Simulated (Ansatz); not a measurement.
Li2S:

```xyz
3
Lattice="0.0000 2.8445 2.8445 2.8445 0.0000 2.8445 2.8445 2.8445 0.0000" Properties=species:S:1:pos:R:3 pbc="T T T"
S     0.0000    0.0000    0.0000
Li    4.2668    4.2668    4.2668
Li    1.4223    1.4223    1.4223
```

Base run:

| Item | Value |
| --- | --- |
| Program | Ansatz 0.2.0 |
| Functional | HSE06 |
| Potentials or basis | Ansatz PAW |
| Cutoff | 420 eV (not typed: the program's choice for these potentials) |
| k mesh | 6 × 6 × 6 |
| Occupations | fermi-dirac, width 0.05 eV |
| Spin | no spin polarisation |

Its results: band gap on the k mesh 4.33 eV, indirect (least direct gap 5.35 eV); pressure -0.4 GPa.

Question: The run is repeated on the same cell with these changes: functional from HSE06 to PBE0. What comes out?

Answer: Band gap on the k mesh 5.03 eV, indirect (least direct gap 6.04 eV); pressure -0.4 GPa.

Caveats: the PAW data sets come from PBE, with cores solved anew for the run's functional, which leaves a small shift of forces and pressure; the thresholds are loose for stress.
